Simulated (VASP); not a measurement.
# AlN (Fm-3m) in VASP: a series of runs

Runs on AlN. Level: PBEsol. Tasks: relaxation of cell and atoms.

Program: VASP 6.6.1. These are calculated values, not measurements. Logs are shortened: lines on timing, memory, paths and dates and some standing lists are left out, and cuts for length are marked.

### Step 1. Starting point

The structure is cubic, space group Fm-3m (No. 225). Conventional cell: a = 4.022 Å, b = 4.022 Å, c = 4.022 Å, α = 90.00°, β = 90.00°, γ = 90.00°. Al (site symmetry m-3m) has 6 N at 2.01 Å as nearest neighbours. Around N (site symmetry m-3m) lie 6 Al at 2.01 Å.

Measurements of this composition are mostly on another form, of space group No. 186.

### Step 2. Relaxation of cell and atoms, PBEsol, target pressure 0.0001 GPa, at which the enthalpy is minimised

File INCAR:

```
PREC = Accurate
ENCUT = 520
EDIFF = 1E-7
ISMEAR = 0
SIGMA = 0.1
LREAL = F
LASPH = T
NELM = 100
ALGO = Normal
ISIF = 3
LWAVE = F
LCHARG = F
GGA = PS
IBRION = 2
NSW = 80
EDIFFG = -0.002
PSTRESS = 0.001
```

File KPOINTS:

```
regular mesh
0
Gamma
  4 4 4
```

File POSCAR:

```
AlN                                     
1.0
    0.0000000000      2.0108800655      2.0108800655
    2.0108800655      0.0000000000      2.0108800655
    2.0108800655      2.0108800655      0.0000000000
  Al              N             
     1     1
Direct
     0.5000000000000000    0.5000000000000000    0.5000000000000000
     0.0000000000000000    0.0000000000000000    0.0000000000000000
```

Potentials or basis: VASP PAW PBE potentials, release 64 (Al, N).

On the command line:

```console
$ cat potpaw_PBE.64/Al/POTCAR potpaw_PBE.64/N/POTCAR > POTCAR
$ mpirun -np 1 vasp_std > vasp.out
```

OUTCAR:

```text
PREC = Accurate
   ENCUT = 520
   EDIFF = 1E-7
   ISMEAR = 0
   LREAL = F
   LASPH = T
   NELM = 100
   ISIF = 3
   GGA = PS
   IBRION = 2
   NSW = 80
   EDIFFG = -0.002
   PSTRESS = 0.001

 ion  position               nearest neighbor table
   1  0.500  0.500  0.500-   2 2.01   2 2.01   2 2.01   2 2.01   2 2.01   2 2.01
   2  0.000  0.000  0.000-   1 2.01   1 2.01   1 2.01   1 2.01   1 2.01   1 2.01

  LATTYP: Found a face centered cubic cell.
 ALAT       =     4.0217601310

  Lattice vectors:

 A1 = (   0.0000000000,   2.0108800655,   2.0108800655)
 A2 = (   2.0108800655,   0.0000000000,   2.0108800655)
 A3 = (   2.0108800655,   2.0108800655,   0.0000000000)

Analysis of symmetry for initial positions (statically):
=====================================================================
 Subroutine PRICEL returns:
 Original cell was already a primitive cell.

 Routine SETGRP: Setting up the symmetry group for a
 face centered cubic supercell.

 Subroutine GETGRP returns: Found 48 space group operations
 (whereof 48 operations were pure point group operations)
 out of a pool of 48 trial point group operations.

The static configuration has the point symmetry O_h .

Analysis of symmetry for dynamics (positions and initial velocities):
=====================================================================
 Subroutine PRICEL returns:
 Original cell was already a primitive cell.

 Routine SETGRP: Setting up the symmetry group for a
 face centered cubic supercell.

 Subroutine GETGRP returns: Found 48 space group operations
 (whereof 48 operations were pure point group operations)
 out of a pool of 48 trial point group operations.

The dynamic configuration has the point symmetry O_h .

 Subroutine INISYM returns: Found 48 space group operations
 (whereof 48 operations are pure point group operations),
 and found     1 'primitive' translations

----------------------------------------------------------------------------------------

                                     Primitive cell

  volume of cell :      16.2625

  direct lattice vectors                    reciprocal lattice vectors
     0.000000000  2.010880065  2.010880065    -0.248647350  0.248647350  0.248647350
     2.010880065  0.000000000  2.010880065     0.248647350 -0.248647350  0.248647350
     2.010880065  2.010880065  0.000000000     0.248647350  0.248647350 -0.248647350
[... 56 lines left out ...]
   NGXF,Y,Z  is equivalent  to a cutoff of  28.06, 28.06, 28.06 a.u.
 SYSTEM =  unknown system
   PREC   = accura    normal or accurate (medium, high low for compatibility)
   ISTART =      0    job   : 0-new  1-cont  2-samecut
   ICHARG =      2    charge: 1-file 2-atom 10-const
   ISPIN  =      1    spin polarized calculation?
   LNONCOLLINEAR =      F non collinear calculations
   LSORBIT =      F    spin-orbit coupling
   LASPH  =      T    aspherical Exc in radial PAW
   ENCUT  =  520.0 eV  38.22 Ry    6.18 a.u.   5.29  5.29  5.29*2*pi/ulx,y,z
   NELM   =    100;   NELMIN=  2; NELMDL= -5     # of ELM steps
   EDIFF  = 0.1E-06   stopping-criterion for ELM
   LREAL  =      F    real-space projection
   EDIFFG = -.2E-02   stopping-criterion for IOM
   NSW    =     80    number of steps for IOM
   IBRION =      2    ionic relax: 0-MD 1-quasi-New 2-CG
   NFREE  =      1    steps in history (QN), initial steepest desc. (CG)
   ISIF   =      3    stress and relaxation
   ISYM   =      2    0-nonsym 1-usesym 2-fastsym
   POTIM  = 0.5000    time-step for ionic-motion
   TEBEG  =    0.0;   TEEND  =   0.0 temperature during run
   PSTRESS=    0.0 pullay stress
   NELECT =       8.0000    total number of electrons
   NUPDOWN=      -1.0000    fix difference up-down
   EMIN   =  10.00;   EMAX   =-10.00  energy-range for DOS
   EFERMI =   0.00;   METHOD = LEGACY
   ISMEAR =     0;   SIGMA  =   0.10  broadening in eV -4-tet -1-fermi 0-gaus
   EFERMI_NEDOS =   21; number of points for ismear=-14 and -15
   IALGO  =     38    algorithm
   IMIX   =      4    mixing-type and parameters
     AMIX     =   0.40;   BMIX     =  1.00
     AMIX_MAG =   1.60;   BMIX_MAG =  1.00
  volume/ion in A,a.u.               =       8.13        54.87
  Fermi-wavevector in a.u.,A,eV,Ry     =   1.292336  2.442160 22.723518  1.670131
  Thomas-Fermi vector in A             =   2.424050
   LORBIT       =      0    0 simple, 1 ext, 2 COOP (PROOUT), +10 PAW based schemes
   GGA     = PS    functional components
   LHFCALC =     F    Hartree Fock is set to
   AEXX    =    0.0000 exact exchange contribution
   IVDW    =     0    specifies the selected vdW correction
   LEPSILON=     F    determine dielectric tensor
   LRPA    =     F    only Hartree local field effects (RPA)
 conjugate gradient relaxation of ions
 non-spin polarized calculation
 Gauss-broadening in eV      SIGMA  =   0.10
  energy-cutoff  :      520.00
  volume of cell :       16.26
 maximum number of plane-waves:       444
 NGX is ok and might be reduce to    24
   NGX = 11   NGY = 11   NGZ = 11

--------------------------------------- Ionic step        1  -------------------------------------------

 number of electron       7.9999999 magnetization

 Free energy of the ion-electron system (eV)
  ---------------------------------------------------
  ext. energy  EPLUGINS =         0.00000000
  ---------------------------------------------------
  free energy    TOTEN  =       -15.35856559 eV

  energy without entropy =      -15.35856559  energy(sigma->0) =      -15.35856559

------------------------ aborting loop because EDIFF is reached ----------------------------------------

  FORCE on cell =-STRESS in cart. coord.  units (eV):
  Direction    XX          YY          ZZ          XY          YZ          ZX
  --------------------------------------------------------------------------------------
  -------------------------------------------------------------------------------------
  Total        0.4858781      0.4858781      0.4858781      0.0000000     -0.0000000     -0.0000000
  in kB       47.8684497     47.8684497     47.8684497      0.0000000     -0.0000000     -0.0000000
  external PRESSURE =      47.8674497 kB  Pullay stress =       0.0010000 kB
[... 63 lines left out ...]
--------------------------------------- Ionic step        3  -------------------------------------------

 number of electron       7.9999999 magnetization

 Free energy of the ion-electron system (eV)
  ---------------------------------------------------
  ext. energy  EPLUGINS =         0.00000000
  ---------------------------------------------------
  free energy    TOTEN  =       -15.36275990 eV

  energy without entropy =      -15.36275990  energy(sigma->0) =      -15.36275990

 E-fermi :  10.4656     XC(G=0): -12.4385

 val. band max:        9.9237784516   @ k =   0.0000   0.0000   0.0000
 cond. band min:      14.4124285919   @ k =   0.5000   0.5000   0.0000
 fundamental gap:      4.4886501402
 Fermi energy:        10.4656075078

 k-point     1 :       0.0000    0.0000    0.0000
  band No.  band energies     occupation
      1      -7.6365      2.00000
      2       9.9238      2.00000
      3       9.9238      2.00000
      4       9.9238      2.00000
      5      15.5542      0.00000
      6      21.8918      0.00000
      7      21.8918      0.00000
      8      21.8918      0.00000
[... 108 lines left out ...]
  energy  without entropy=      -15.3627599011  energy(sigma->0) =      -15.36275990

  enthalpy is  TOTEN    =       -15.3627495725 eV   P V=        0.0000103286

 reached required accuracy - stopping structural energy minimisation
```

OSZICAR:

```text
N       E                     dE             d eps       ncg     rms          rms(c)
DAV:   1     0.824529734012E+01    0.82453E+01   -0.42145E+03   128   0.909E+02
DAV:   2    -0.167160430897E+02   -0.24961E+02   -0.24187E+02   184   0.135E+02
DAV:   3    -0.170410419750E+02   -0.32500E+00   -0.32500E+00   160   0.181E+01
[... 23 lines left out ...]
DAV:   2    -0.153629200831E+02    0.59998E-02   -0.29122E-02   152   0.123E+00    0.132E-01
DAV:   3    -0.153627983467E+02    0.12174E-03   -0.69109E-04   160   0.255E-01    0.451E-02
DAV:   4    -0.153627641684E+02    0.34178E-04   -0.17895E-05   136   0.424E-02    0.196E-02
DAV:   5    -0.153627598282E+02    0.43402E-05   -0.27984E-06   128   0.168E-02    0.887E-03
DAV:   6    -0.153627599011E+02   -0.72892E-07   -0.27595E-08    88   0.157E-03
   3 F= -.15362750E+02 E0= -.15362750E+02  d E =-.419413E-02
```

It took 2.7 s on 1 thread of Intel Xeon 6975P-C (Granite Rapids), shared host; peak memory 0.13 GiB.

What came out:

```
Free energy                                            : -15.3628 eV
Relaxed volume                                         : 8.27 Å³/atom
Relaxed cell                                           : a = 2.860 Å, b = 2.860 Å, c = 2.860 Å, α = 60.00°, β = 60.00°, γ = 60.00°
Space group after relaxing (to 0.05 Å)                 : Fm-3m (No. 225)
Energy change on relaxing (the enthalpy is what falls) : -2.1 meV/atom
Ionic steps                                            : 3
Pressure after relaxing                                : 0.0 GPa
Band gap on the k mesh                                 : 4.49 eV, indirect (least direct gap 5.63 eV)
```

Step by step:
| step | energy change (eV) | largest force (eV/Å) | pressure (GPa) | volume (Å³) |
| --- | --- | --- | --- | --- |
| 1 | 0.0000 | 0.0000 | 4.79 | 16.26 |
| 2 | 0.0000 | 0.0000 | -4.52 | 16.84 |
| 3 | -0.0042 | 0.0000 | 0.00 | 16.55 |

Final structure:
```cif
data_structure
_symmetry_space_group_name_H-M 'P 1'
_symmetry_Int_Tables_number 1
_cell_length_a 2.8604
_cell_length_b 2.8604
_cell_length_c 2.8604
_cell_angle_alpha 60.000
_cell_angle_beta 60.000
_cell_angle_gamma 60.000
_cell_volume 16.55
loop_
_atom_site_label
_atom_site_type_symbol
_atom_site_fract_x
_atom_site_fract_y
_atom_site_fract_z
_atom_site_occupancy
Al1 Al 0.50000 0.50000 0.50000 1
N1 N 0.00000 0.00000 0.00000 1
```

Caveat: the k mesh is coarse (spacing up to 0.68 Å⁻¹), so the values aren't converged; the cell is relaxed towards a set pressure, so the enthalpy falls and the energy may rise; the PAW data sets were made with another functional, which shifts forces and pressure a little. A k mesh can miss the band edges.

### Step 3. Relaxation of cell and atoms, PBEsol, target pressure 0.0001 GPa, at which the enthalpy is minimised

This run uses another cell than the first one, of 8.27 Å³/atom, 1.018 times its volume.

INCAR is that of step 2.

KPOINTS is that of step 2.

File POSCAR:

```
AlN                                     
1.0
    0.0000000000      2.0225869664      2.0225869664
    2.0225869664      0.0000000000      2.0225869664
    2.0225869664      2.0225869664      0.0000000000
  Al              N             
     1     1
Direct
     0.5000000000000000    0.5000000000000000    0.5000000000000000
     0.0000000000000000    0.0000000000000000    0.0000000000000000
```

Potentials or basis: VASP PAW PBE potentials, release 64 (Al, N).

On the command line:

```console
$ cat potpaw_PBE.64/Al/POTCAR potpaw_PBE.64/N/POTCAR > POTCAR
$ mpirun -np 1 vasp_std > vasp.out
```

It took 1.4 s on 1 thread of Intel Xeon 6975P-C (Granite Rapids), shared host; peak memory 0.13 GiB.

Results (log left out):

| Property | Result |
| --- | --- |
| Free energy | -15.3631 eV |
| Pressure after relaxing | 0.0 GPa |
| Band gap on the k mesh | 4.49 eV, indirect (least direct gap 5.63 eV) |

Final structure:
```
CELL_PARAMETERS angstrom
0.00000 2.02259 2.02259
2.02259 0.00000 2.02259
2.02259 2.02259 0.00000
ATOMIC_POSITIONS crystal
Al 0.50000 0.50000 0.50000
N 0.00000 0.00000 0.00000
```

Levels at points of the mesh, in eV from the valence-band top:
| k point | band 2 | band 3 | band 4 | band 5 | band 6 | band 7 |
| --- | --- | --- | --- | --- | --- | --- |
| (0.00, 0.00, 0.00) | 0.00 | 0.00 | 0.00 | 5.63 | 11.97 | 11.97 |
| (0.50, 0.00, 0.00) | -8.39 | -1.09 | -1.09 | 6.00 | 10.84 | 10.84 |
| (0.50, 0.50, 0.00) | -7.47 | -2.83 | -2.83 | 4.49 | 5.09 | 13.95 |

Caveat: the k mesh is coarse (spacing up to 0.67 Å⁻¹), so the values aren't converged; the relaxation stopped at its first step, so nothing moved; the cell is relaxed towards a set pressure, so the enthalpy falls and the energy may rise; the PAW data sets were made with another functional, which shifts forces and pressure a little. A k mesh can miss the band edges.

### Step 4. Relaxation of cell and atoms, PBEsol, target pressure 40 GPa, at which the enthalpy is minimised

This run uses another cell than the first one, of 7.53 Å³/atom, 0.926 times its volume.

Edit INCAR of step 3 so:

```diff
@@ -16,2 +16,2 @@
 EDIFFG = -0.002
-PSTRESS = 0.001
+PSTRESS = 400
```

KPOINTS is that of step 3.

File POSCAR:

```
AlN                                     
1.0
    0.0000000000      1.9602503019      1.9602503019
    1.9602503019      0.0000000000      1.9602503019
    1.9602503019      1.9602503019      0.0000000000
  Al              N             
     1     1
Direct
     0.5000000000000000    0.5000000000000000    0.5000000000000000
     0.0000000000000000    0.0000000000000000    0.0000000000000000
```

On the command line:

```console
$ cat potpaw_PBE.64/Al/POTCAR potpaw_PBE.64/N/POTCAR > POTCAR
$ mpirun -np 1 vasp_std > vasp.out
```

Run time: 3.9 s. Hardware: 1 thread of Intel Xeon 6975P-C (Granite Rapids), shared host; peak memory 0.13 GiB.

It converged, with:

```
Free energy                                            : -15.1514 eV
Relaxed volume                                         : 7.34 Å³/atom
Relaxed cell                                           : a = 2.749 Å, b = 2.749 Å, c = 2.749 Å, α = 60.00°, β = 60.00°, γ = 60.00°
Space group after relaxing (to 0.05 Å)                 : Fm-3m (No. 225)
Energy change on relaxing (the enthalpy is what falls) : +40.9 meV/atom
Ionic steps                                            : 6
Pressure after relaxing                                : 40.0 GPa
Band gap on the k mesh                                 : 4.85 eV, indirect (least direct gap 7.45 eV)
```

Step by step:
| step | energy change (eV) | largest force (eV/Å) | pressure (GPa) | volume (Å³) |
| --- | --- | --- | --- | --- |
| 1 | 0.0000 | 0.0000 | 29.99 | 15.06 |
| 2 | 0.2755 | 0.0000 | 59.54 | 14.06 |
| 3 | 0.0808 | 0.0000 | 39.88 | 14.69 |
| 4 | 0.0826 | 0.0000 | 40.09 | 14.69 |
| 5 | 0.0808 | 0.0000 | 39.88 | 14.69 |
| 6 | 0.0818 | 0.0000 | 40.00 | 14.69 |

Final structure:
```cif
data_structure
_symmetry_space_group_name_H-M 'P 1'
_symmetry_Int_Tables_number 1
_cell_length_a 2.7490
_cell_length_b 2.7490
_cell_length_c 2.7490
_cell_angle_alpha 60.000
_cell_angle_beta 60.000
_cell_angle_gamma 60.000
_cell_volume 14.69
loop_
_atom_site_label
_atom_site_type_symbol
_atom_site_fract_x
_atom_site_fract_y
_atom_site_fract_z
_atom_site_occupancy
Al1 Al 0.50000 0.50000 0.50000 1
N1 N 0.00000 0.00000 0.00000 1
```

Levels at points of the mesh, in eV from the valence-band top:
```
           k point  band 1  band 2  band 3  band 4  band 5  band 6  band 7  band 8
(0.00, 0.00, 0.00)  -18.70    0.00    0.00    0.00    7.45   12.33   12.33   12.33
(0.50, 0.00, 0.00)  -14.89   -9.20   -1.34   -1.34    6.77   11.83   11.83   14.99
(0.50, 0.50, 0.00)  -13.72   -8.31   -3.16   -3.16    4.85    5.69   15.45   19.06
```

Caveat: the k mesh is coarse (spacing up to 0.69 Å⁻¹), so the values aren't converged; the cell is relaxed towards a set pressure, so the enthalpy falls and the energy may rise; the PAW data sets were made with another functional, which shifts forces and pressure a little. Expect the measured gap to be larger: semilocal functionals such as PBEsol lack the derivative discontinuity.

### Step 5. Relaxation of cell and atoms, PBEsol, target pressure 40 GPa, at which the enthalpy is minimised

This run uses another cell than the first one, of 7.34 Å³/atom, 0.903 times its volume.

INCAR is that of step 4.

KPOINTS is that of step 4.

File POSCAR:

```
AlN                                     
1.0
    0.0000000000      1.9438167301      1.9438167301
    1.9438167301     -0.0000000000      1.9438167301
    1.9438167301      1.9438167301      0.0000000000
  Al              N             
     1     1
Direct
     0.5000000000000000    0.5000000000000000    0.5000000000000000
     0.0000000000000000    0.0000000000000000    1.0000000000000000
```

On the command line:

```console
$ cat potpaw_PBE.64/Al/POTCAR potpaw_PBE.64/N/POTCAR > POTCAR
$ mpirun -np 1 vasp_std > vasp.out
```

Run time: 1.2 s. Hardware: 1 thread of Intel Xeon 6975P-C (Granite Rapids), shared host; peak memory 0.11 GiB.

The run converged. Its results:

* Free energy: -15.1512 eV
* Pressure after relaxing: 40.0 GPa
* Band gap on the k mesh: 4.85 eV, indirect (least direct gap 7.45 eV)

Final structure:
```
Al N
1.0
     0.00000    1.94382    1.94382
     1.94382    0.00000    1.94382
     1.94382    1.94382    0.00000
Al N
1 1
Cartesian
  1.9438 1.9438 1.9438
  0.0000 0.0000 0.0000
```

Levels at points of the mesh, in eV from the valence-band top:
| k point | band 1 | band 2 | band 3 | band 4 | band 5 | band 6 | band 7 | band 8 |
| --- | --- | --- | --- | --- | --- | --- | --- | --- |
| (0.00, 0.00, 0.00) | -18.70 | 0.00 | 0.00 | 0.00 | 7.45 | 12.33 | 12.33 | 12.33 |
| (0.50, 0.00, 0.00) | -14.89 | -9.20 | -1.34 | -1.34 | 6.77 | 11.83 | 11.83 | 14.99 |
| (0.50, 0.50, 0.00) | -13.72 | -8.31 | -3.16 | -3.16 | 4.85 | 5.69 | 15.45 | 19.06 |

Caveat: the k mesh is coarse (spacing up to 0.70 Å⁻¹), so the values aren't converged; the relaxation stopped at its first step, so nothing moved; the cell is relaxed towards a set pressure, so the enthalpy falls and the energy may rise; the PAW data sets were made with another functional, which shifts forces and pressure a little. A k mesh can miss the band edges.
